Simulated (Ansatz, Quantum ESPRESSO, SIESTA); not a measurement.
# One calculation of Nb, 9 ways

```
Nb
1.0
    -1.66395    1.66395    1.66395
     1.66395   -1.66395    1.66395
     1.66395    1.66395   -1.66395
Nb
1
Direct
  0.00000 0.00000 0.00000
```

Alike in all runs: task band structure; functional PBE; k mesh 11 × 11 × 11; occupations fermi-dirac, width 0.05 eV; no spin polarisation; no spin-orbit coupling. Pressure is positive in compression and, in plane waves, holds the error of the finite cutoff, which Ansatz's Pulay term estimates and takes out.

| program and potentials | plane-wave cutoff (eV) | notes | pressure (GPa) |
| --- | --- | --- | --- |
| Ansatz, JTH PAW | 1170 | - | -2.09 |
| Quantum ESPRESSO, SG15 PBE 1.2 | 952 | - | -2.23 |
| Ansatz, PseudoDojo stringent (PBE files) | 1116 | Pulay term of +0.05 GPa included | -1.86 |
| Ansatz, SPMS NC | 762 | Pulay term of +0.21 GPa included | -1.80 |
| Ansatz, SSSP efficiency PAW | 544 | Pulay term of +0.63 GPa included | -1.82 |
| SIESTA, files PseudoDojo sr-pbe-0.4.1-standard, DZP (energy shift 0.003 Ry; two zetas on semicore shells) | - | atomic basis | -0.71 |
| Ansatz, Ansatz PAW (files of its older set among them) | 708 | - | -2.00 |
| Ansatz, all-electron LAPW, scalar-relativistic | - | - | -2.00 |
| Ansatz, Ansatz NC | 1116 | Pulay term of +0.05 GPa included | -1.98 |

The pressure spans -2.23 (Quantum ESPRESSO, SG15 PBE 1.2) to -0.71 GPa (SIESTA, files PseudoDojo sr-pbe-0.4.1-standard, DZP (energy shift 0.003 Ry; two zetas on semicore shells)), with all-electron results at -2.00. Rows in atomic bases carry the error of their basis and grid, which can be large.

The functional is the same throughout but for its coding, so the spread measures potentials, basis and numerics; runs on potential files found faulty are left out.
